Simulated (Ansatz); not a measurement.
Runs of Ansatz 0.2.0 on P. Symmetry: Cmce, No. 64, orthorhombic system. The conventional cell has a = 3.295 Å, b = 10.930 Å, c = 4.544 Å, α = 90.00°, β = 90.00°, γ = 90.00°. P (site symmetry m) is surrounded by 3 P at 2.20 to 2.25 Å. 

```csv
task,level,cell,k mesh,share of exact exchange,target pressure (GPa),gap on the mesh (eV),pressure (GPa),largest force (eV/Å)
single point,HSE06 form with a typed share of exact exchange,as given,5 × 5 × 4,0,-,(a),2.1,0.33
relaxation of cell and atoms,PBE,relaxed to 20 GPa,8 × 8 × 6,-,20,none,20.0,-
relaxation of cell and atoms,PBE,relaxed to 5 GPa,8 × 8 × 6,-,5,none,5.0,0.01
relaxation of cell and atoms,PBE,relaxed to 30 GPa,8 × 8 × 6,-,30,none,30.0,-
single point,HSE06 form with a typed share of exact exchange,as given,5 × 5 × 4,0.5,-,1.72,-2.1,0.33
```

Alike in all rows: potentials or basis Ansatz PAW; no spin polarisation; cutoff (eV) 420; smearing fermi-dirac 0.05 eV.

Q: Fill in the values left out.

A: (a) 0.44.

Caveats: the plane-wave basis is chosen anew once the cell has moved, so the energies of steps on either side of that aren't comparable (some runs); odd divisions of the mesh miss points on the zone boundary, where band edges often lie, so the gap on the mesh can be too wide (some runs); the PAW data sets were made with another functional, which shifts forces and pressure a little (some runs); the PAW data sets come from PBE, with cores solved anew for the run's functional, which leaves a small shift of forces and pressure (some runs); the thresholds are loose for stress (some runs).

A k mesh can miss the band edges.

A gap of «none» marks a metal or a gap under the smearing width.
